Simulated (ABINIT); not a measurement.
# AlCo (Pm-3m) in ABINIT: single point with LDA-PZ+U

Aim: the single point of AlCo with LDA-PZ+U.

Program: ABINIT 10.8.3 (patched build). These are calculated values, not measurements. Logs are shortened: lines on timing, memory, paths and dates and some standing lists are left out, and cuts for length are marked. The log counts tension as positive stress, the text compression.

**1. The crystal as given**

It takes space group Pm-3m (No. 221, cubic). The conventional cell has a = 2.819 Å, b = 2.819 Å, c = 2.819 Å, α = 90.00°, β = 90.00°, γ = 90.00°. Around Co (site symmetry m-3m) lie 8 Al at 2.44 Å. Al (site symmetry m-3m) has 8 Co at 2.44 Å as nearest neighbours.

The cell is a database's computed one.

**2. Single point, LDA-PZ+U, collinear spin, ferromagnetic start**

Input file run.abi:

```
# Pseudopotentials
pp_dirpath "./"
pseudos "Co.LDA_PW-JTH.xml, Al.LDA_PW-JTH.xml"

# Structure
acell 5.3278999018 5.3278999018 5.3278999018
rprim
     1.0000000000     0.0000000000     0.0000000000
     0.0000000000     1.0000000000     0.0000000000
     0.0000000000     0.0000000000     1.0000000000
ntypat 2
znucl 27 13
natom 2
typat 1 2
xcart
     1.4097016050     1.4097016050     1.4097016050
     0.0000000000     0.0000000000     0.0000000000 Angstrom

# Plane-wave basis
ecut 707.496042 eV
pawecutdg 48.0

# k points
kptopt 1
ngkpt 7 7 7
nshiftk 1
shiftk 0.0 0.0 0.0

# Exchange and correlation
ixc -1009

# Bands and occupations
nband 15
occopt 3
tsmear 0.05 eV

# Spin
nsppol 2
spinat
     0.0000000000     0.0000000000     2.0000000000
     0.0000000000     0.0000000000     0.0000000000

# DFT+U
usepawu 1
lpawu 2 -1
upawu 7.0 0.0 eV
jpawu 0.7 0.0 eV

# SCF cycle
nstep 100
tolvrs 1.0e-9

# Output
iomode 3
prtwf 0
prteig 0
prtebands 0
prtden 1
prtvha 1
prtvclmb 1
prtpot 1
```

Potentials or basis: JTH PAW LDA v2.0.

Run with:

```console
$ mpirun --bind-to none -np 4 abinit run.abi > log 2>&1
```

run.abo:

```text
.Version 10.8.3 of ABINIT
 Symmetries : space group Pm -3 m (#221); Bravais cP (primitive cubic)
================================================================================
 Values of the parameters that define the memory need of the present run
     intxc =       0    ionmov =       0      iscf =      17    lmnmax =      18
     lnmax =       6     mgfft =      27  mpssoang =       3    mqgrid =    3001
     natom =       2  nloc_mem =       2    nspden =       2   nspinor =       1
    nsppol =       2      nsym =      48    n1xccc =       1    ntypat =       2
    occopt =       3   xclevel =       1
       mpw =         970          nfft =       19683          nkpt =          20
Pmy_natom=         1
 PAW method is used; the additional fine FFT grid is defined by:
   mgfftf=        36    nfftf =     46656
================================================================================
================================================================================

--------------------------------------------------------------------------------
------------- Echo of variables that govern the present computation ------------
--------------------------------------------------------------------------------
 -outvars: echo values of preprocessed input variables --------
            acell      5.3278999018E+00  5.3278999018E+00  5.3278999018E+00 Bohr
              amu      5.89332000E+01  2.69815390E+01
             ecut      2.60000000E+01 Hartree
              ixc       -1009
            jpawu      2.57245255E-02  0.00000000E+00 Hartree
         kptrlatt        7    0    0      0    7    0      0    0    7
          kptrlen      3.72952993E+01
            lpawu           2      -1
            natom           2
            nband          15
            ngfft          27      27      27
          ngfftdg          36      36      36
             nkpt          20
           nspden           2
           nsppol           2
            nstep         100
             nsym          48
           ntypat           2
           occopt           3
        pawecutdg      4.80000000E+01 Hartree
        prtebands           0
           prteig           0
           prtpot           1
         prtvclmb           1
           prtvha           1
            prtwf           0
          spgroup         221
           spinat      0.0000000000E+00  0.0000000000E+00  2.0000000000E+00
                       0.0000000000E+00  0.0000000000E+00  0.0000000000E+00
           tolvrs      1.00000000E-09
           tsmear      1.83746611E-03 Hartree
            typat      1  2
            upawu      2.57245255E-01  0.00000000E+00 Hartree
          usepawu           1
           useylm           1
           xangst      1.4097016050E+00  1.4097016050E+00  1.4097016050E+00
                       9.5391193706E-10  9.5391193706E-10  9.5391193706E-10
            xcart      2.6639499527E+00  2.6639499527E+00  2.6639499527E+00
                       1.8026323093E-09  1.8026323093E-09  1.8026323093E-09
             xred      5.0000000034E-01  5.0000000034E-01  5.0000000034E-01
                       3.3833824631E-10  3.3833824631E-10  3.3833824631E-10
            znucl       27.00000   13.00000

================================================================================

 chkinp: Checking input parameters for consistency.

================================================================================
== DATASET  1 ==================================================================

--- !DatasetInfo
iteration_state: {dtset: 1, }
dimensions: {natom: 2, nkpt: 20, mband: 15, nsppol: 2, nspinor: 1, nspden: 2, mpw: 970, }
cutoff_energies: {ecut:  26.0, pawecutdg:  48.0, }
electrons: {nelect:   2.00000000E+01, charge:   0.00000000E+00, occopt:   3.00000000E+00, tsmear:   1.83746611E-03, }
meta: {optdriver: 0, ionmov: 0, optcell: 0, iscf: 17, paral_kgb: 0, }
...

 Real(R)+Recip(G) space primitive vectors, cartesian coordinates (Bohr,Bohr^-1):
 R(1)=  5.3278999  0.0000000  0.0000000  G(1)=  0.1876912  0.0000000  0.0000000
 R(2)=  0.0000000  5.3278999  0.0000000  G(2)=  0.0000000  0.1876912  0.0000000
 R(3)=  0.0000000  0.0000000  5.3278999  G(3)=  0.0000000  0.0000000  0.1876912
 Unit cell volume ucvol=  1.5124052E+02 bohr^3
 Angles (23,13,12)=  9.00000000E+01  9.00000000E+01  9.00000000E+01 degrees

 Coarse grid specifications (used for wave-functions):

 getcut: wavevector=  0.0000  0.0000  0.0000  ngfft=  27  27  27
         ecut(hartree)=     26.000   => boxcut(ratio)=   2.12601

 Fine grid specifications (used for densities):

 getcut: wavevector=  0.0000  0.0000  0.0000  ngfft=  36  36  36
         ecut(hartree)=     48.000   => boxcut(ratio)=   2.16651

--- Pseudopotential description ------------------------------------------------
- pspini: atom type   1  psp file is ./Co.LDA_PW-JTH.xml
 Pseudopotential format is: paw10
 basis_size (lnmax)=  6 (lmn_size= 18), orbitals=   0   0   1   1   2   2
 Spheres core radius: rc_sph= 2.10903434
 Shapefunction is SIN type: shapef(r)=[sin(pi*r/rshp)/(pi*r/rshp)]**2
[... 56 lines left out ...]
comment   : Summary of ground state results
lattice_vectors:
- [  5.3278999,   0.0000000,   0.0000000, ]
- [  0.0000000,   5.3278999,   0.0000000, ]
- [  0.0000000,   0.0000000,   5.3278999, ]
lattice_lengths: [   5.32790,    5.32790,    5.32790, ]
lattice_angles: [ 90.000,  90.000,  90.000, ] # degrees, (23, 13, 12)
lattice_volume:   1.5124052E+02
convergence: {deltae: -5.571E-12, res2:  2.914E-10, residm:  1.201E-05, diffor: null, }
etotal    :  -1.48504656E+02
entropy   :   0.00000000E+00
fermie    :   4.98356861E-01
cartesian_stress_tensor: # hartree/bohr^3
- [ -3.56812937E-04,   0.00000000E+00,   0.00000000E+00, ]
- [  0.00000000E+00,  -3.56812937E-04,   0.00000000E+00, ]
- [  0.00000000E+00,   0.00000000E+00,  -3.56812937E-04, ]
pressure_GPa:   1.0498E+01
xred      :
- [  5.0000E-01,   5.0000E-01,   5.0000E-01, Co]
- [  3.3834E-10,   3.3834E-10,   3.3834E-10, Al]
cartesian_forces: # hartree/bohr
- [ -0.00000000E+00,  -0.00000000E+00,  -0.00000000E+00, ]
- [ -0.00000000E+00,  -0.00000000E+00,  -0.00000000E+00, ]
force_length_stats: {min:   0.00000000E+00, max:   0.00000000E+00, mean:   0.00000000E+00, }
...

 Integrated electronic and magnetization densities in atomic spheres:
 ------------------------------------------------------------------------------------------------------------
 Radius=ratsph(iatom), smearing ratsm=  0.0000. Diff(up-dn)=approximate z local magnetic moment.
    Atom    Radius    up_density   dn_density  Total(up+dn)  Diff(up-dn)
    1 Co   2.10903     8.563664     7.219623     15.783287     1.344041
    2 Al   1.90363     0.409739     0.463757      0.873496    -0.054017
 ------------------------------------------------------------------------------------------------------------
  Sum:                 8.973403     7.683380     16.656783     1.290023
 Total magnetization (from the atomic spheres):                1.290023
 Total magnetization (exact up - dn):                          1.119294

 ---------- DFT+U DATA ---------------------------------------------------

 ====== For Atom     1, occupations for correlated orbitals. lpawu =   2

 Atom   1. Occ. for lpawu and for spin  1 =   4.27693
 Atom   1. Occ. for lpawu and for spin  2 =   2.88528
 => On atom   1,  local Mag. for lpawu is       -1.391646

 == Occupation matrix for correlated orbitals:

 Occupation matrix for spin  1
     0.83788    0.00000    0.00000    0.00000    0.00000
     0.00000    0.83788    0.00000    0.00000    0.00000
     0.00000    0.00000    0.88165    0.00000    0.00000
     0.00000    0.00000    0.00000    0.83788    0.00000
     0.00000    0.00000    0.00000    0.00000    0.88165

 Occupation matrix for spin  2
     0.82211    0.00000    0.00000    0.00000    0.00000
     0.00000    0.82211    0.00000    0.00000    0.00000
     0.00000    0.00000    0.20948    0.00000    0.00000
     0.00000    0.00000    0.00000    0.82211    0.00000
     0.00000    0.00000    0.00000    0.00000    0.20948

================================================================================

 ----iterations are completed or convergence reached----

 Mean square residual over all n,k,spin=   30.084E-09; max=  12.012E-06
 reduced coordinates (array xred) for    2 atoms
       0.500000000338      0.500000000338      0.500000000338
       0.000000000338      0.000000000338      0.000000000338
 rms dE/dt=  0.0000E+00; max dE/dt=  0.0000E+00; dE/dt below (all hartree)
    1       0.000000000000      0.000000000000      0.000000000000
    2       0.000000000000      0.000000000000      0.000000000000

 cartesian coordinates (angstrom) at end:
    1      1.40970160500000     1.40970160500000     1.40970160500000
    2      0.00000000095391     0.00000000095391     0.00000000095391

 cartesian forces (hartree/bohr) at end:
    1     -0.00000000000000    -0.00000000000000    -0.00000000000000
    2     -0.00000000000000    -0.00000000000000    -0.00000000000000
 frms,max,avg= 0.0000000E+00 0.0000000E+00   0.000E+00  0.000E+00  0.000E+00 h/b

 cartesian forces (eV/Angstrom) at end:
    1     -0.00000000000000    -0.00000000000000    -0.00000000000000
    2     -0.00000000000000    -0.00000000000000    -0.00000000000000
 frms,max,avg= 0.0000000E+00 0.0000000E+00   0.000E+00  0.000E+00  0.000E+00 e/A
 length scales=  5.327899901800  5.327899901800  5.327899901800 bohr
              =  2.819403208092  2.819403208092  2.819403208092 angstroms
 Fermi (or HOMO) energy (hartree) =   0.49836   Average Vxc (hartree)=  -0.44024
 Magnetization (Bohr magneton)=  1.11925739E+00
 Total spin up =  1.05596287E+01   Total spin down =  9.44037131E+00
 Eigenvalues (hartree) for nkpt=  20  k points, SPIN UP:
 kpt#   1, nband= 15, wtk=  0.00292, kpt=  0.0000  0.0000  0.0000 (reduced coord)
  -2.96045   -1.62691   -1.62691   -1.62691    0.08067    0.29242    0.29242    0.39997
   0.39997    0.39997    0.71885    0.71885    0.71885    0.79919    0.79919
      occupation numbers for kpt#   1
   1.00000    1.00000    1.00000    1.00000    1.00000    1.00000    1.00000    1.00000
   1.00000    1.00000    0.00000    0.00000    0.00000    0.00000    0.00000
 prteigrs : prtvol=0 or 1, do not print more k-points.

 Eigenvalues (hartree) for nkpt=  20  k points, SPIN DOWN:
 kpt#   1, nband= 15, wtk=  0.00292, kpt=  0.0000  0.0000  0.0000 (reduced coord)
  -2.90536   -1.57353   -1.57353   -1.57353    0.07779    0.42559    0.42559    0.42559
   0.46499    0.46499    0.71571    0.71571    0.71571    0.86052    0.86052
      occupation numbers for kpt#   1
   1.00000    1.00000    1.00000    1.00000    1.00000    1.00000    1.00000    1.00000
   1.00000    1.00000    0.00000    0.00000    0.00000    0.00000    0.00000
 prteigrs : prtvol=0 or 1, do not print more k-points.

--- !EnergyTerms
iteration_state     : {dtset: 1, }
comment             : Components of total free energy in Hartree
kinetic             :  1.31933610594579E+01
hartree             :  4.85186769084128E+01
xc                  : -4.34946518024104E+00
Ewald energy        : -8.70241685203964E+01
psp_core            :  1.32275124999833E+00
local_psp           : -1.46156007376901E+02
PAW spherical_terms :  2.59905194637006E+01
internal            : -1.48504332395969E+02
'-kT*entropy'       : -3.19944184799486E-04
total_energy        : -1.48504652340153E+02
total_energy_eV     : -4.04101745415304E+03
...

--- !EnergyTermsDC
iteration_state     : {dtset: 1, }
comment             : '"Double-counting" decomposition of free energy'
band_energy         : -1.12351212864137E+01
Ewald energy        : -8.70241685203964E+01
psp_core            :  1.32275124999833E+00
xc_dc               : -4.74871193534495E+01
PAW spherical_terms : -4.08067788364824E+00
internal            : -1.48504335793909E+02
'-kT*entropy'       : -3.19944184799486E-04
total_energy_dc     : -1.48504655738094E+02
total_energy_dc_eV  : -4.04101754661572E+03
...

--- !EnergyTermsWithPAWCore
iteration_state     : {dtset: 1, }
comment             : 'Components of total free energy, including PAW core contributions'
Total energy        : -1.63287689850414E+03
Total energy DC     : -1.63287690190208E+03
Total energy (eV)   : -4.44328439773356E+04
Total energy DC (eV): -4.44328440697983E+04
...

 Cartesian components of stress tensor (hartree/bohr^3)
  sigma(1 1)= -3.56812937E-04  sigma(3 2)=  0.00000000E+00
  sigma(2 2)= -3.56812937E-04  sigma(3 1)=  0.00000000E+00
  sigma(3 3)= -3.56812937E-04  sigma(2 1)=  0.00000000E+00

-Cartesian components of stress tensor (GPa)         [Pressure=  1.0498E+01 GPa]
- sigma(1 1)= -1.04977990E+01  sigma(3 2)=  0.00000000E+00
- sigma(2 2)= -1.04977990E+01  sigma(3 1)=  0.00000000E+00
- sigma(3 3)= -1.04977990E+01  sigma(2 1)=  0.00000000E+00

== END DATASET(S) ==============================================================
================================================================================

 -outvars: echo values of variables after computation  --------
            acell      5.3278999018E+00  5.3278999018E+00  5.3278999018E+00 Bohr
           etotal     -1.4850465574E+02
            fcart     -0.0000000000E+00 -0.0000000000E+00 -0.0000000000E+00
                      -0.0000000000E+00 -0.0000000000E+00 -0.0000000000E+00
           strten     -3.5681293662E-04 -3.5681293662E-04 -3.5681293662E-04
                       0.0000000000E+00  0.0000000000E+00  0.0000000000E+00
           xangst      1.4097016050E+00  1.4097016050E+00  1.4097016050E+00
                       9.5391193706E-10  9.5391193706E-10  9.5391193706E-10
             xred      5.0000000034E-01  5.0000000034E-01  5.0000000034E-01
                       3.3833824631E-10  3.3833824631E-10  3.3833824631E-10
 Calculation completed.
```

It took 8.8 s on 4 MPI ranks of Arm Neoverse V1, shared host; peak memory 0.32 GiB.

What came out:

| Property | Result |
| --- | --- |
| Free energy | -4041.0175 eV |
| Pressure | 10.5 GPa |
| Band gap on the k mesh | none (metal or under the smearing width) |
| Net moment | 1.12 μB per cell |
| Site moments | Co +1.34; Al -0.05 μB |
| Valence electrons inside the program's atomic spheres | Co 15.78; Al 0.87 |

Eigenvalues of the final occupation matrices:
| site | spin | trace | eigenvalues |
| --- | --- | --- | --- |
| atom 1 | 1 | 4.28 | 0.84 0.84 0.84 0.88 0.88 |
| atom 1 | 2 | 2.89 | 0.21 0.21 0.82 0.82 0.82 |

Caveat: the U is typed as a test and isn't derived for this compound. The state reached can hang on the start; a lower one may exist.
